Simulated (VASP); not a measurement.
# Au (P1) in VASP: further runs

The runs below take Au through single point, molecular dynamics, with PBE.

All numbers are computed with VASP 6.6.1; they aren't measurements. Logs are shortened: lines on timing, memory, paths and dates and some standing lists are left out, and cuts for length are marked.

## Step 1: The crystal as given

The typed cell holds 4 atoms: a = 4.179 Å, b = 4.196 Å, c = 4.985 Å, α = 65.80°, β = 66.04°, γ = 90.06°.

The cell was built by a generator and needn't be a form met in nature.

## Step 2: Single point, PBE

Input file INCAR:

```
PREC = Accurate
ENCUT = 520
EDIFF = 1E-7
ISMEAR = 1
SIGMA = 0.15
LREAL = False
LASPH = True
NELM = 100
ALGO = Normal
ISIF = 2
LWAVE = False
LCHARG = False
GGA = PE
NBANDS = 30
```

Input file KPOINTS:

```
regular mesh
0
Gamma
  4 4 4
```

Input file POSCAR:

```
Au
1.0
   -4.1783820000     -0.0319000000     -0.0021230000
    0.0021230000     -0.0265410000      4.1958680000
   -2.0562300000      4.0416860000      2.0703320000
Au
4
Direct
    0.9469781125      0.0311848795      0.0609055923
    0.4107585520      0.4290283539      0.0124104246
    0.2971551778      0.7795910582      0.4233768720
    0.6697391853      0.2099117823      0.5144830520
```

Potentials or basis: VASP PAW PBE potentials, release 64 (Au).

Started as:

```sh
$ cat potpaw_PBE.64/Au/POTCAR > POTCAR
$ mpirun -np 1 vasp_std > vasp.out
```

OUTCAR:

```text
PREC = Accurate
   ENCUT = 520
   EDIFF = 1E-7
   ISMEAR = 1
   LREAL = False
   LASPH = True
   NELM = 100
   ISIF = 2
   GGA = PE

 ion  position               nearest neighbor table
   1  0.947  0.031  0.061-   2 2.43   3 2.49   4 2.51   3 2.67   2 2.83   4 2.96   4 3.13   3 3.18
                             4 3.20   2 3.21   3 3.51   2 3.52
   2  0.411  0.429  0.012-   1 2.43   3 2.55   4 2.81   1 2.83   3 2.88   4 2.92   4 2.93   3 2.93
                             4 3.03   1 3.21   3 3.48   1 3.52
   3  0.297  0.780  0.423-   1 2.49   2 2.55   1 2.67   4 2.67   4 2.83   2 2.88   2 2.93   4 3.17
                             1 3.18   4 3.31   2 3.48   1 3.51
   4  0.670  0.210  0.514-   1 2.51   3 2.67   2 2.81   3 2.83   2 2.92   2 2.93   1 2.96   2 3.03
                             1 3.13   3 3.17   1 3.20   3 3.31

  LATTYP: Found a triclinic cell.
 ALAT       =     5.0391171585
 B/A-ratio  =     0.8292135660
 C/A-ratio  =     0.8326761111
 COS(alpha) =     0.0009657254
 COS(beta)  =     0.4063648367
 COS(gamma) =     0.4275038269

  Lattice vectors:

 A1 = (  -2.1221520000,  -4.0735860000,  -2.0724550000)
 A2 = (  -4.1783820000,  -0.0319000000,  -0.0021230000)
 A3 = (  -0.0021230000,   0.0265410000,  -4.1958680000)

Analysis of symmetry for initial positions (statically):
=====================================================================
 Subroutine PRICEL returns:
 Original cell was already a primitive cell.

 Routine SETGRP: Setting up the symmetry group for a
 triclinic supercell.

 Subroutine GETGRP returns: Found  1 space group operations
 (whereof  1 operations were pure point group operations)
 out of a pool of  2 trial point group operations.

The static configuration has the point symmetry C_1 .

Analysis of symmetry for dynamics (positions and initial velocities):
=====================================================================
 Subroutine PRICEL returns:
 Original cell was already a primitive cell.

 Routine SETGRP: Setting up the symmetry group for a
 triclinic supercell.

 Subroutine GETGRP returns: Found  1 space group operations
 (whereof  1 operations were pure point group operations)
 out of a pool of  2 trial point group operations.

The dynamic configuration has the point symmetry C_1 .

 Subroutine INISYM returns: Found  1 space group operations
 (whereof  1 operations are pure point group operations),
 and found     1 'primitive' translations

----------------------------------------------------------------------------------------

                                     Primitive cell

  volume of cell :      71.3637

  direct lattice vectors                    reciprocal lattice vectors
    -4.178382000 -0.031900000 -0.002123000    -0.238403297 -0.120958848 -0.000644500
     0.002123000 -0.026541000  4.195868000     0.000805215 -0.121280277  0.237562142
    -2.056230000  4.041686000  2.070332000    -0.001876369  0.245670374  0.001554940

  length of vectors
     4.178504308  4.195952479  4.984935519     0.267334229  0.266730811  0.245682461

  position of ions in fractional coordinates (direct lattice)
     0.946978112  0.031184880  0.060905592
     0.410758552  0.429028354  0.012410425
     0.297155178  0.779591058  0.423376872
     0.669739185  0.209911782  0.514483052

  ion indices of the primitive-cell ions
   primitive index   ion index
                 1           1
                 2           2
                 3           3
                 4           4

----------------------------------------------------------------------------------------

 KPOINTS: regular mesh

Automatic generation of k-mesh.
 Grid dimensions read from file:
 generate k-points for:    4    4    4

 Generating k-lattice:

  Cartesian coordinates                     Fractional coordinates (reciprocal lattice)
    -0.059600824 -0.030239712 -0.000161125     0.250000000 -0.000000000 -0.000000000
     0.000201304 -0.030320069  0.059390536     0.000000000  0.250000000 -0.000000000
    -0.000469092  0.061417594  0.000388735    -0.000000000 -0.000000000  0.250000000
[... 49 lines left out ...]
  ---------------------------------------------------
  free energy    TOTEN  =       -10.82861543 eV

  energy without entropy =      -10.82959490  energy(sigma->0) =      -10.82894192

 E-fermi :   8.9422     XC(G=0): -12.3266

 val. band max:        8.9121165329   @ k =   0.5000   0.5000   0.2500
 cond. band min:       8.9913483126   @ k =  -0.2500  -0.2500   0.2500
 fundamental gap:      0.0792317797
 Fermi energy:         8.9421558477

 k-point     1 :       0.0000    0.0000    0.0000
  band No.  band energies     occupation
      1      -0.8970      2.00000
      2       1.6900      2.00000
      3       1.9027      2.00000
      4       2.4782      2.00000
      5       2.6451      2.00000
      6       2.9481      2.00000
[... 22 lines left out ...]
     29      16.2781      0.00000
     30      17.4367      0.00000

 k-point     2 :       0.2500   -0.0000   -0.0000
  band No.  band energies     occupation
      1      -0.1173      2.00000
      2       1.6879      2.00000
      3       2.1760      2.00000
      4       2.3874      2.00000
      5       2.7047      2.00000
      6       2.9306      2.00000
[... 22 lines left out ...]
     29      17.4301      0.00000
     30      18.3594      0.00000

 k-point     3 :       0.5000   -0.0000   -0.0000
  band No.  band energies     occupation
      1       1.2342      2.00000
      2       1.7929      2.00000
      3       1.9480      2.00000
      4       2.6245      2.00000
      5       2.7173      2.00000
      6       3.0692      2.00000
[... 22 lines left out ...]
     29      18.2954      0.00000
     30      19.6308      0.00000

 k-point     4 :      -0.0000    0.2500   -0.0000
  band No.  band energies     occupation
      1      -0.1502      2.00000
      2       1.8755      2.00000
      3       2.0645      2.00000
      4       2.3681      2.00000
      5       2.6556      2.00000
      6       3.0227      2.00000
[... 616 lines left out ...]
     29      19.6684      0.00000
     30      21.3209      0.00000

 k-point    23 :       0.0000   -0.2500    0.2500
  band No.  band energies     occupation
      1       0.7819      2.00000
      2       1.6621      2.00000
      3       1.9244      2.00000
      4       2.1389      2.00000
      5       2.3889      2.00000
      6       2.7787      2.00000
[... 22 lines left out ...]
     29      19.6364      0.00000
     30      19.7873      0.00000

 k-point    24 :       0.2500   -0.2500    0.2500
  band No.  band energies     occupation
      1       0.6126      2.00000
      2       1.6474      2.00000
      3       2.0333      2.00000
      4       2.3396      2.00000
      5       2.6866      2.00000
      6       3.1435      2.00000
[... 22 lines left out ...]
     29      19.5232      0.00000
     30      19.7604      0.00000

 [... further k-points ...]

------------------------ aborting loop because EDIFF is reached ----------------------------------------

  FORCE on cell =-STRESS in cart. coord.  units (eV):
  Direction    XX          YY          ZZ          XY          YZ          ZX
  --------------------------------------------------------------------------------------
  -------------------------------------------------------------------------------------
  Total       12.9913977      8.2245822     11.0703833      1.7738125      0.1532341     -4.0001417
  in kB      291.6684144    184.6491746    248.5399354     39.8236647      3.4402424    -89.8067336
  external PRESSURE =     241.6191748 kB  Pullay stress =       0.0000000 kB

 VOLUME and BASIS-vectors are now :
 -----------------------------------------------------------------------------
  energy-cutoff  :      520.00
  volume of cell :       71.36
      direct lattice vectors                 reciprocal lattice vectors
    -4.178382000 -0.031900000 -0.002123000    -0.238403297 -0.120958848 -0.000644500
     0.002123000 -0.026541000  4.195868000     0.000805215 -0.121280277  0.237562142
    -2.056230000  4.041686000  2.070332000    -0.001876369  0.245670374  0.001554940

 POSITION                                       TOTAL-FORCE (eV/Angst)
 -----------------------------------------------------------------------------------
     -4.08201      0.21513      0.25493         1.104459     -3.709934     -3.888921
     -1.74091      0.02567      1.82497        -2.232203     -2.041174      4.300067
     -2.11053      1.68099      4.14696         1.857408      3.497728     -2.448310
     -3.85588      2.05244      1.94449        -0.729664      2.253379      2.037165
 -----------------------------------------------------------------------------------
    total drift:                               -0.000001     -0.000009      0.000014

  FREE ENERGIE OF THE ION-ELECTRON SYSTEM (eV)
  ---------------------------------------------------
  free  energy   TOTEN  =       -10.8286154285 eV

  energy  without entropy=      -10.8295949015  energy(sigma->0) =      -10.82894192
```

It took 27 s on 1 thread of Intel Xeon 6975P-C (Granite Rapids), shared host; peak memory 0.21 GiB.

Results:

| Quantity | Value |
| --- | --- |
| Free energy | -10.8286 eV |
| Pressure | 24.2 GPa |
| Largest force | 5.487 eV/Å |
| Band gap on the k mesh | none (metal or under the smearing width) |

Forces in eV/Å, atoms in the order of the input:
```
Au   1.104 -3.710 -3.889
Au  -2.232 -2.041  4.300
Au   1.857  3.498 -2.448
Au  -0.730  2.253  2.037
```

Caveat: the k mesh is coarse (spacing up to 0.42 Å⁻¹), so the values aren't converged; so large a pressure means that the cell lies far from this level's equilibrium, or that cutoff or potentials fall short; forces of over 1 eV/Å show positions far from the minimum, so gaps and moduli don't describe the material at rest. Spin-orbit coupling is left out, which matters for the levels of Au.

## Step 3: Single point, PBE

Input file INCAR:

```
PREC = Accurate
ENCUT = 520
EDIFF = 1E-6
ISMEAR = 1
SIGMA = 0.15
LREAL = F
LASPH = T
NELM = 100
ALGO = Normal
ISIF = 2
LWAVE = F
LCHARG = F
GGA = PE
NBANDS = 30
```

Input file KPOINTS:

```
Automatic mesh
0
Gamma
  4 4 4
```

Input file POSCAR:

```
Au
1.0
   -4.1783820000     -0.0319000000     -0.0021230000
    0.0021230000     -0.0265410000      4.1958680000
   -2.0562300000      4.0416860000      2.0703320000
Au
4
Direct
    0.9619342642      0.0269491807      0.0262078650
    0.4378377912      0.4728066890     -0.0060381267
    0.2527580396      0.7478161527      0.4595638479
    0.6721011709      0.2021440507      0.5314423566
```

Potentials or basis: VASP PAW PBE potentials, release 64 (Au).

Started as:

```sh
$ cat potpaw_PBE.64/Au/POTCAR > POTCAR
$ mpirun -np 1 vasp_std > vasp.out
```

Run time: 22 s. Hardware: 1 thread of Intel Xeon 6975P-C (Granite Rapids), shared host; peak memory 0.22 GiB.

Results (log left out):

* Free energy: -12.5109 eV
* Pressure: 6.7 GPa
* Largest force: 1.896 eV/Å
* Band gap on the k mesh: none (metal or under the smearing width)

Forces on the atoms (eV/Å):
```
Au   0.898 -0.900 -1.407
Au  -0.892 -0.020  1.128
Au   0.649  0.890 -0.282
Au  -0.654  0.030  0.561
```

Stress tensor (GPa, compression positive):
```
 7.03 -0.22 -2.57
-0.22  5.93  1.29
-2.57  1.29  7.13
```

Levels at points of the mesh, in eV from the Fermi level:
```tsv
k point	band 20	band 21	band 22	band 23	band 24	band 25
(0.00, 0.00, 0.00)	-1.69	-1.65	1.58	4.38	4.45	5.67
(0.50, 0.00, 0.00)	-2.07	-1.77	-1.62	1.98	2.60	6.30
(0.00, 0.50, 0.00)	-2.04	-1.82	-1.66	1.75	2.89	6.17
(0.50, 0.50, 0.00)	-1.84	-1.36	-0.78	-0.13	0.06	2.60
(0.00, 0.00, 0.50)	-1.71	-1.53	-1.50	1.19	1.32	5.05
(0.50, 0.00, 0.50)	-1.86	-1.80	-1.60	1.59	2.48	5.85
(0.00, 0.50, 0.50)	-2.08	-1.84	-1.51	1.67	2.37	6.15
(0.50, 0.50, 0.50)	-1.82	-1.08	-0.69	-0.32	-0.07	2.79
```

Caveat: the k mesh is coarse (spacing up to 0.42 Å⁻¹), so the values aren't converged; forces of over 1 eV/Å show positions far from the minimum, so gaps and moduli don't describe the material at rest. The run has no spin-orbit coupling, so splittings on Au are missing.

## Step 4: Single point, PBE

Input file INCAR:

```
SYSTEM = Au
PREC     = Accurate       ! precision mode
ENCUT    = 520            ! plane-wave cutoff, eV
EDIFF    = 1E-7           ! SCF threshold, eV
ISMEAR   = 1              ! smearing method
SIGMA    = 0.15           ! smearing width, eV
LREAL    = .FALSE.        ! projectors in reciprocal space
LASPH    = .TRUE.         ! aspherical terms in the spheres
NELM     = 100            ! most SCF steps
ALGO     = Normal         ! electronic algorithm
ISIF     = 2              ! what is computed and relaxed
LWAVE    = .FALSE.        ! write WAVECAR
LCHARG   = .FALSE.        ! write CHGCAR
GGA      = PE             ! functional
NBANDS   = 30             ! bands
```

Input file KPOINTS:

```
regular mesh
0
G
  4 4 4
  0 0 0
```

Input file POSCAR:

```
Au
1.0
   -4.1783820000     -0.0319000000     -0.0021230000
    0.0021230000     -0.0265410000      4.1958680000
   -2.0562300000      4.0416860000      2.0703320000
Au
4
Direct
    0.9749804575      0.0177904620     -0.0132266452
    0.4696126343      0.5225595459     -0.0247698866
    0.2027802035      0.7118495526      0.5004708153
    0.6772579714      0.1975162750      0.5487016579
```

Started as:

```sh
$ cat potpaw_PBE.64/Au/POTCAR > POTCAR
$ mpirun -np 1 vasp_std > vasp.out
```

Run time: 25 s. Hardware: 1 thread of Intel Xeon 6975P-C (Granite Rapids), shared host; peak memory 0.22 GiB.

It converged, with:

```yaml
Free_energy: -12.5900 eV
Pressure: 5.0 GPa
Largest_force: 2.126 eV/Å
Band_gap_on_the_k_mesh: none (metal or under the smearing width)
```

Forces in eV/Å, atoms in the order of the input:
```
Au   0.403  1.263 -0.322
Au  -0.159  1.480 -0.888
Au  -0.023 -0.718  0.602
Au  -0.221 -2.025  0.608
```

Stress tensor (GPa, compression positive):
```
 3.94  0.03  0.36
 0.03  5.50 -2.40
 0.36 -2.40  5.68
```

Levels at points of the mesh, in eV from the Fermi level:
| k point | band 18 | band 19 | band 20 | band 21 | band 22 | band 23 | band 24 | band 25 | band 26 | band 27 |
| --- | --- | --- | --- | --- | --- | --- | --- | --- | --- | --- |
| (0.00, 0.00, 0.00) | -1.83 | -1.73 | -1.68 | -1.60 | 1.71 | 4.25 | 4.32 | 5.58 | 5.68 | 5.74 |
| (0.50, 0.00, 0.00) | -2.93 | -2.24 | -1.92 | -1.85 | -1.64 | 2.08 | 2.60 | 6.68 | 6.78 | 7.06 |
| (0.00, 0.50, 0.00) | -2.83 | -2.16 | -1.91 | -1.80 | -1.64 | 2.05 | 2.49 | 6.75 | 6.87 | 7.11 |
| (0.50, 0.50, 0.00) | -2.06 | -1.85 | -1.80 | -0.90 | -0.62 | -0.39 | -0.21 | 2.58 | 3.16 | 8.08 |
| (0.00, 0.00, 0.50) | -1.98 | -1.77 | -1.71 | -1.61 | -1.55 | 1.12 | 1.16 | 5.15 | 5.38 | 10.16 |
| (0.50, 0.00, 0.50) | -2.97 | -2.21 | -1.96 | -1.75 | -1.60 | 1.86 | 2.27 | 6.73 | 6.79 | 6.96 |
| (0.00, 0.50, 0.50) | -2.84 | -2.23 | -1.96 | -1.84 | -1.63 | 1.99 | 2.26 | 6.81 | 6.90 | 7.05 |
| (0.50, 0.50, 0.50) | -2.05 | -1.91 | -1.81 | -0.90 | -0.63 | -0.51 | -0.11 | 2.83 | 2.92 | 7.66 |

Caveat: the k mesh is coarse (spacing up to 0.42 Å⁻¹), so the values aren't converged; forces of over 1 eV/Å show positions far from the minimum, so gaps and moduli don't describe the material at rest. Spin-orbit coupling is left out, which matters for the levels of Au.

## Step 5: Molecular dynamics, PBE

Input file INCAR:

```
PREC     = Accurate       # precision mode
ENCUT    = 520            # plane-wave cutoff, eV
EDIFF    = 1E-5           # SCF threshold, eV
ISMEAR   = 1              # smearing method
SIGMA    = 0.15           # smearing width, eV
LREAL    = False          # projectors in reciprocal space
LASPH    = True           # aspherical terms in the spheres
NELM     = 100            # most SCF steps
ALGO     = Normal         # electronic algorithm
ISIF     = 2              # what is computed and relaxed
LWAVE    = False          # write WAVECAR
LCHARG   = False          # write CHGCAR
GGA      = PE             # functional
NBANDS   = 30             # bands
IBRION   = 0              # ionic algorithm
NSW      = 40             # ionic steps
POTIM    = 1.0            # step
TEBEG    = 600.0        
TEEND    = 600.0        
ISYM     = 0            
NELMIN   = 4            
RANDOM_SEED= 880030 0 0   
MDALGO   = 1            
ANDERSEN_PROB= 0.0
```

Input file KPOINTS:

```
regular mesh
0
Gamma
  4 4 4
```

Input file POSCAR:

```
Au
1.0
   -4.1783820000     -0.0319000000     -0.0021230000
    0.0021230000     -0.0265410000      4.1958680000
   -2.0562300000      4.0416860000      2.0703320000
Au
4
Direct
    0.9363500000      0.0265670000      0.0778310000
    0.3985040000      0.4096620000      0.0213880000
    0.3241210000      0.7917350000      0.4039770000
    0.6656560000      0.2217520000      0.5079800000
```

Started as:

```sh
$ cat potpaw_PBE.64/Au/POTCAR > POTCAR
$ mpirun -np 1 vasp_std > vasp.out
```

Run time: 5 min. Hardware: 1 thread of Intel Xeon 6975P-C (Granite Rapids), shared host; peak memory 0.3 GiB.

Step by step:
| step | potential energy change (eV) | largest force (eV/Å) | pressure (GPa) | volume (Å³) | temperature (K) |
| --- | --- | --- | --- | --- | --- |
| 1 | 0.0000 | 8.1531 | 37.73 | 71.36 | 595 |
| 2 | -0.0033 | 8.0973 | 37.70 | 71.36 | 604 |
| 3 | -0.0158 | 8.0172 | 37.59 | 71.36 | 636 |
| 4 | -0.0373 | 7.9235 | 37.39 | 71.36 | 691 |
| 5 | -0.0676 | 7.8130 | 37.12 | 71.36 | 770 |
| 6 | -0.1066 | 7.6861 | 36.77 | 71.36 | 870 |
| 7 | -0.1540 | 7.5454 | 36.36 | 71.36 | 992 |
| 8 | -0.2093 | 7.3914 | 35.87 | 71.36 | 1135 |
| 9 | -0.2723 | 7.2866 | 35.32 | 71.36 | 1297 |
| 10 | -0.3423 | 7.2126 | 34.70 | 71.36 | 1478 |
| 11 | -0.4189 | 7.1259 | 34.02 | 71.36 | 1675 |
| 12 | -0.5016 | 7.0272 | 33.29 | 71.36 | 1889 |
| 13 | -0.5898 | 6.9169 | 32.50 | 71.36 | 2116 |
| 14 | -0.6827 | 6.7957 | 31.67 | 71.36 | 2356 |
| 15 | -0.7799 | 6.6641 | 30.80 | 71.36 | 2606 |
| 16 | -0.8807 | 6.5229 | 29.88 | 71.36 | 2866 |
| 17 | -0.9844 | 6.3728 | 28.94 | 71.36 | 3133 |
| 18 | -1.0903 | 6.2145 | 27.97 | 71.36 | 3406 |
| 19 | -1.1979 | 6.0487 | 26.98 | 71.36 | 3684 |
| 20 | -1.3065 | 5.8763 | 25.97 | 71.36 | 3964 |
| 21 | -1.4155 | 5.6981 | 24.95 | 71.36 | 4245 |
| 22 | -1.5243 | 5.5152 | 23.92 | 71.36 | 4525 |
| 23 | -1.6324 | 5.3287 | 22.90 | 71.36 | 4804 |
| 24 | -1.7394 | 5.1399 | 21.87 | 71.36 | 5080 |
| 25 | -1.8447 | 4.9497 | 20.85 | 71.36 | 5352 |
| 26 | -1.9480 | 4.7590 | 19.84 | 71.36 | 5618 |
| 27 | -2.0490 | 4.5685 | 18.84 | 71.36 | 5878 |
| 28 | -2.1472 | 4.3790 | 17.86 | 71.36 | 6132 |
| 29 | -2.2425 | 4.1910 | 16.90 | 71.36 | 6378 |
| 30 | -2.3346 | 4.0050 | 15.97 | 71.36 | 6615 |
| 31 | -2.4233 | 3.8215 | 15.05 | 71.36 | 6844 |
| 32 | -2.5084 | 3.6408 | 14.17 | 71.36 | 7064 |
| 33 | -2.5899 | 3.4634 | 13.31 | 71.36 | 7274 |
| 34 | -2.6675 | 3.2895 | 12.47 | 71.36 | 7474 |
| 35 | -2.7414 | 3.1194 | 11.67 | 71.36 | 7664 |
| 36 | -2.8113 | 2.9534 | 10.91 | 71.36 | 7845 |
| 37 | -2.8773 | 2.7915 | 10.17 | 71.36 | 8015 |
| 38 | -2.9394 | 2.6341 | 9.47 | 71.36 | 8175 |
| 39 | -2.9976 | 2.4811 | 8.81 | 71.36 | 8326 |
| 40 | -3.0519 | 2.3326 | 8.18 | 71.36 | 8466 |

Caveat: the k mesh is coarse (spacing up to 0.42 Å⁻¹), so the values aren't converged. Spin-orbit coupling is left out, which matters for the levels of Au.
